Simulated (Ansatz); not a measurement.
A one-shot G0W0 calculation of GaAs in the zincblende structure with Ansatz 0.2.0, at the level G0W0@PBE with 135 empty bands, a screening cutoff of 120 eV and a 4×4×4 mesh. The cell was relaxed beforehand with r2SCAN.

Input (YAML):
```yaml
crystal:
  lattice:
    - [0.0, 2.8330850939, 2.8330850939]
    - [2.8330850939, 0.0, 2.8330850939]
    - [2.8330850939, 2.8330850939, 0.0]
  atoms:
    - { symbol: Ga, position: [0.0, 0.0, 0.0] }
    - { symbol: As, position: [0.25, 0.25, 0.25] }
kpoints:
  mp_grid: { grid: [4, 4, 4] }
hamiltonian:
  xc: pbe
scf:
  occupations: { method: fixed }
gw:
  n_empty_bands: 135
  ecut_chi: 120
  qp_bands: [v2, c2]
  qp_kpoints: band_edges
  screening: { model: contour_deformation }
```

Run as `ansatz run input.yaml --threads 2 --pin off --max-ram 2211MiB --backend cpu --events-out ev --progress --plain --runs-dir out`. Wall time 15 s on 2 threads of Arm Neoverse V1, on a shared host, load about 0.4 per core; peak host memory 0.39 GiB.

What the program printed (shortened):
```
Functional definition: PBE
Crystal: 2 atoms, lattice volume = 45.479 Å³
Basis set: ecut = 420 eV, 893 PW (Γ)
Bands: 18, of which v1, the nominal top of the filled ones, is band 14 counted from 1 (13 counted from 0)
Symmetry: 24 space group operations
Space group: F-43m (ITA 216)
k-points: 8 of 64 (time reversal used)
SCF 1 converged in 7 iterations: F = -8639.666763 eV  dr2 = 1.25e-10
SCF converged after 7 iterations
Free energy (F): -8639.666763 eV
Fermi energy:    8.141377 eV
--- G₀W₀: contour deformation, 8 samples at zero and on the imaginary axis and 2 off it, 64 q-points, 135 empty bands' worth ---
    ik  band        ε_KS         Σx   Σc(E_QP)       V_xc       Z   E_QP_lin       E_QP  E_QP is
     0    13      8.1414   -17.1146     1.3626   -15.2802  0.7572     7.6605     7.6696  root
     0    14      8.1414   -17.1146     1.3626   -15.2802  0.7572     7.6605     7.6696  root
     0    15      8.5962   -11.5661    -4.0934   -15.9729  0.7664     8.9131     8.9097  root
     0    16     11.8448    -7.6977    -4.4190   -12.1473  0.7551    11.8753    11.8753  root
     1    13      7.4656   -16.5711     1.5047   -14.5718  0.7530     6.9606     6.9710  root
     1    14      7.4656   -16.5711     1.5047   -14.5718  0.7530     6.9606     6.9710  root
     1    15      9.5533    -9.5466    -4.0782   -13.7601  0.7652     9.6892     9.6886  root
     1    16     12.7087    -7.7674    -4.6380   -12.4398  0.7511    12.7430    12.7430  root
     2    13      7.0042   -16.4541     1.6917   -14.2447  0.7488     6.4744     6.4864  root
     2    14      7.0042   -16.4541     1.6917   -14.2447  0.7488     6.4744     6.4864  root
     2    15      9.1067    -9.5193    -3.9614   -13.5854  0.7682     9.2117     9.2114  root
     2    16     12.7536    -7.2348    -4.6090   -11.8271  0.7476    12.7369    12.7369  root
     3    13      6.4590   -15.9597     1.7943   -13.6349  0.7419     5.9170     5.9286  root
     3    14      6.4590   -15.9597     1.7943   -13.6349  0.7419     5.9170     5.9286  root
     3    15     10.1075    -7.5820    -4.0165   -11.5404  0.7677    10.0495    10.0494  root
     3    16     11.3790    -8.5656    -4.3806   -12.9898  0.7538    11.4227    11.4226  root
     6    13      5.4769   -15.7596     2.2148   -12.9855  0.7279     4.9008     4.9175  root
     6    14      5.4769   -15.7596     2.2148   -12.9855  0.7279     4.9008     4.9175  root
     6    15      9.5990    -6.6958    -3.8826   -10.3930  0.7756     9.4145     9.4135  root
     6    16      9.7892    -8.0056    -3.9192   -11.8621  0.7695     9.7266     9.7265  root
```

The points are ik 0 = (0, 0, 0) (Γ), ik 1 = (0, 0, 1/4), ik 2 = (0, 0, -1/2) (L), ik 3 = (0, 1/4, 1/4), ik 6 = (0, -1/2, -1/2) (X); band 14 is the last filled one.

Over the mesh points the PBE gap of 0.45 eV becomes a quasiparticle gap of 1.24 eV (direct at Γ), a change of +0.79 eV. Renormalisation factors Z lie between 0.73 and 0.78. The G0W0 figures hold for the stated bands, cutoff and mesh and aren't extrapolated.

The values are computed, spin-unpolarised, and not measurements.

Spin-orbit coupling is left out.

For so narrow a gap this mesh doesn't settle the screening, and the bands and cutoff are finite.

With a shallow d shell on the cation, G0W0 converges slowly in bands and cutoff, so these values are in doubt.
